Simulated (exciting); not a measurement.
# V (P6_3/mmc) in exciting: density of states with LDA

Aim: the density of states of V with LDA.

Program: exciting (release sodium). These are calculated values, not measurements. Logs are shortened: lines on timing, memory, paths and dates and some standing lists are left out, and cuts for length are marked.

### Step 1. The crystal as given

The structure is hexagonal, space group P6_3/mmc (No. 194). The conventional cell has a = 2.604 Å, b = 2.604 Å, c = 4.723 Å, α = 90.00°, β = 90.00°, γ = 120.00°. Around V (site symmetry -6m2) lie 12 V at 2.60 to 2.80 Å.

This isn't the form of V at room conditions, which is bcc.

### Step 2. Density of states, LDA, collinear spin, antiferromagnetic start

The input, input.xml:

```xml
<input>
  <title>V</title>
  <structure speciespath="./" tshift="false" cartesian="true">
    <crystal scale="1.88972612463">
      <basevect>0.000000000000 2.604294102700 0.000000000000</basevect>
      <basevect>-2.255384851800 -1.302147051300 0.000000000000</basevect>
      <basevect>0.000000000000 0.000000000000 4.723336000000</basevect>
    </crystal>
    <species speciesfile="V.xml" rmt="2">
      <atom coord="-2.841373117163 -0.000000000183 2.231452858646" bfcmt="0 0 -8"/>
      <atom coord="-1.420686558368 2.460701301318 6.694358575939" bfcmt="0 0 8"/>
    </species>
  </structure>
  <groundstate do="fromscratch" ngridk="10 10 5" rgkmax="8" gmaxvr="14" lmaxapw="10" lmaxmat="10" lmaxvr="8" xctype="LDA_PW" stype="Gaussian" swidth="0.00036749" nempty="28" ValenceRelativity="iora*" epsengy="1e-05" epspot="1e-05" maxscl="90" outputlevel="normal">
    <spin reducebf="0.5"/>
  </groundstate>
  <properties>
    <dos nwdos="200" winddos="-0.3 0.3" inttype="tetra" ngrdos="100" nsmdos="1" lmirep="true"/>
  </properties>
</input>
```

Potentials or basis: all-electron LAPW+lo, shipped species files, valence relativity iora*.

Started as:

```bash
OMP_NUM_THREADS=1 exciting_smp
```

INFO.OUT:

```text
================================================================================
EXCITING SODIUM started
[... 10 lines left out ...]

 Lattice vectors (cartesian) :
      0.0000000000      4.9214026021      0.0000000000
     -4.2620596755     -2.4607013010      0.0000000000
      0.0000000000      0.0000000000      8.9258114346

 Reciprocal lattice vectors (cartesian) :
     -0.7371066791      1.2767062188      0.0000000000
     -1.4742133582      0.0000000000      0.0000000000
      0.0000000000     -0.0000000000      0.7039343541

 Unit cell volume                           :     187.2216759227
 Brillouin zone volume                      :       1.3249011484

 Species :    1 (V)
     parameters loaded from                 :    V.xml
     name                                   :    vanadium
     nuclear charge                         :     -23.00000000
     electronic charge                      :      23.00000000
     atomic mass                            :   92860.67376000
     muffin-tin radius                      :       2.00000000
     # of radial points in muffin-tin       :     350

     atomic positions (cartesian) :
       1 :  -2.84137312 -0.00000000  2.23145286
       2 :  -1.42068656  2.46070130  6.69435858

     magnetic fields (cartesian) :
       1 :   0.00000000  0.00000000 -8.00000000
       2 :   0.00000000  0.00000000  8.00000000

 Total number of atoms per unit cell        :       2

 Spin treatment                             :    spin-polarised
 Global magnetic field (cartesian) :        0.00000000   0.00000000   0.00000000
 collinear magnetisation in z-direction

 Number of Bravais lattice symmetries       :      24
 Number of crystal symmetries               :      12

 k-point grid                               :      10   10    5
 Total number of k-points                   :      58
 k-point set is reduced with crystal symmetries

 R^MT_min * |G+k|_max (rgkmax)              :       8.00000000
 Species with R^MT_min                      :       1 (V)
 Maximum |G+k| for APW functions            :       4.00000000
 Maximum |G| for potential and density      :      14.00000000

 G-vector grid sizes                        :      24    24    40
 Total number of G-vectors                  :    8631

 Maximum angular momentum used for
     APW functions                          :      10
     computing H and O matrix elements      :      10
     potential and density                  :       8
     inner part of muffin-tin               :       2

 Total nuclear charge                       :     -46.00000000
 Total electronic charge                    :      46.00000000
 Total core charge                          :      20.00000000
 Total valence charge                       :      26.00000000

 Number of empty states                     :      28
 Total number of valence states             :      84

 Maximum Hamiltonian size                   :     241
 Maximum number of plane-waves              :     215
 Total number of local-orbitals             :      26

 Exchange-correlation type                  :       3
     Perdew-Wang, Phys. Rev. B 45, 13244 (1992)

 Smearing scheme                            :    Gaussian
 Smearing width                             :       0.00036749

 Using multisecant Broyden potential mixing
[... 16 lines left out ...]
+ SCF iteration number :    1                                                  +
++++++++++++++++++++++++++++++++++++++++++++++++++++++++++++++++++++++++++++++++
 Total energy                               :     -1887.86810673
 _______________________________________________________________
 Fermi energy                               :         0.40483984
 Kinetic energy                             :      1916.85398181
 Coulomb energy                             :     -3718.06990082
 Exchange energy                            :       -82.84508504
 Correlation energy                         :        -3.80710268
 No external B-field energy in total energy
[... 343 lines left out ...]
 Moments :
     interstitial                           :        -0.00000000
     moment in muffin-tin spheres :
                  atom     1     V          :         0.10690378
                  atom     2     V          :        -0.10690378
     total moment in muffin-tins            :         0.00000000
     total moment                           :        -0.00000000

 RMS change in effective potential (target) :  0.443100E-03  ( 0.100000E-04)
 Absolute change in total energy   (target) :  0.167943E-03  ( 0.100000E-04)
 Charge distance                   (target) :  0.721153E-04  ( 0.100000E-04)

++++++++++++++++++++++++++++++++++++++++++++++++++++++++++++++++++++++++++++++++
[... 5 further cycles ...]
+ SCF iteration number :   16                                                  +
++++++++++++++++++++++++++++++++++++++++++++++++++++++++++++++++++++++++++++++++
 Total energy                               :     -1894.79917887
 _______________________________________________________________
 Fermi energy                               :         0.37976509
 Kinetic energy                             :      1913.39663904
 Coulomb energy                             :     -3721.25289586
 Exchange energy                            :       -83.12372430
 Correlation energy                         :        -3.81919775
 No external B-field energy in total energy
[... 347 lines left out ...]
 Moments :
     interstitial                           :        -0.00000000
     moment in muffin-tin spheres :
                  atom     1     V          :         0.00000015
                  atom     2     V          :        -0.00000015
     total moment in muffin-tins            :         0.00000000
     total moment                           :        -0.00000000

 RMS change in effective potential (target) :  0.361193E-08  ( 0.100000E-04)
 Absolute change in total energy   (target) :  0.414941E-06  ( 0.100000E-04)
 Charge distance                   (target) :  0.387638E-08  ( 0.100000E-04)

++++++++++++++++++++++++++++++++++++++++++++++++++++++++++++++++++++++++++++++++
| Convergency criteria checked for the last 2 iterations                       +
| Convergence targets achieved. Performing final SCF iteration                 +
++++++++++++++++++++++++++++++++++++++++++++++++++++++++++++++++++++++++++++++++
 Total energy                               :     -1894.80909304
 _______________________________________________________________
 Fermi energy                               :         0.37966879
 Kinetic energy                             :      1913.39154584
 Coulomb energy                             :     -3721.25728046
 Exchange energy                            :       -83.12413845
 Correlation energy                         :        -3.81921996
 No external B-field energy in total energy

 DOS at Fermi energy (states/Ha/cell)       :        84.35914803
[... 12 lines left out ...]
 Moments :
     interstitial                           :        -0.00000000
     moment in muffin-tin spheres :
                  atom     1     V          :         0.00000010
                  atom     2     V          :        -0.00000010
     total moment in muffin-tins            :         0.00000000
     total moment                           :        -0.00000000

++++++++++++++++++++++++++++++++++++++++++++++++++++++++++++++++++++++++++++++++
[... 12 lines left out ...]
| EXCITING SODIUM stopped                                                      =
================================================================================
```

stdout:

```text
Info(dos):

   Total density of states written to TDOS.OUT

   Partial density of states written to PDOS_Sss_Aaaaa.OUT
   for all species and atoms

   Eigenvalues of a random matrix in the (l, m) basis symmetrised
   with the site symmetries written to ELMIREP.OUT for all
   species and atoms. Degenerate eigenvalues correspond to
   irreducible representations of each site symmetry group

   Interstitial density of states written to IDOS.OUT

   Fermi energy is at zero in plot

   DOS units are states/Hartree/unit cell
```

It took 4.4 min on 1 thread of Arm Neoverse V2, shared host; peak memory 0.15 GiB.

What came out:

```
Band gap on the k mesh                            : none (metal or under the smearing width)
Net moment                                        : 0.00 μB per cell
All electrons inside the program's atomic spheres : V 20.70 (radii V 2.0 bohr)
```

States per cell in windows of 1 eV (zero at the Fermi level; states under -8 eV left out):
```csv
from (eV),up,down,V1 d,V1 d down,V2 d,V2 d down,V1 p,V1 p down
-8.0,0.00,0.00,0.00,0.00,0.00,0.00,0.00,0.00
-7.0,0.03,0.03,0.00,0.00,0.00,0.00,0.00,0.00
-6.0,0.10,0.10,0.00,0.00,0.00,0.00,0.00,0.00
-5.0,0.17,0.17,0.00,0.00,0.00,0.00,0.00,0.00
-4.0,0.54,0.54,0.08,0.08,0.08,0.08,0.01,0.01
-3.0,1.28,1.28,0.30,0.30,0.30,0.30,0.02,0.02
-2.0,1.44,1.44,0.43,0.43,0.43,0.43,0.02,0.02
-1.0,1.48,1.48,0.48,0.48,0.48,0.48,0.02,0.02
0.0,1.56,1.56,0.54,0.54,0.54,0.54,0.02,0.02
1.0,1.40,1.40,0.57,0.57,0.57,0.57,0.01,0.01
2.0,1.94,1.94,0.85,0.85,0.85,0.85,0.01,0.01
3.0,0.94,0.94,0.41,0.41,0.41,0.41,0.01,0.01
4.0,0.36,0.36,0.12,0.12,0.12,0.12,0.01,0.01
5.0,0.28,0.28,0.08,0.08,0.08,0.08,0.01,0.01
6.0,0.26,0.26,0.06,0.06,0.06,0.06,0.01,0.01
7.0,0.21,0.21,0.04,0.04,0.04,0.04,0.01,0.01
```

Caveat: the starting moments collapsed, and a magnetic state may lie lower.
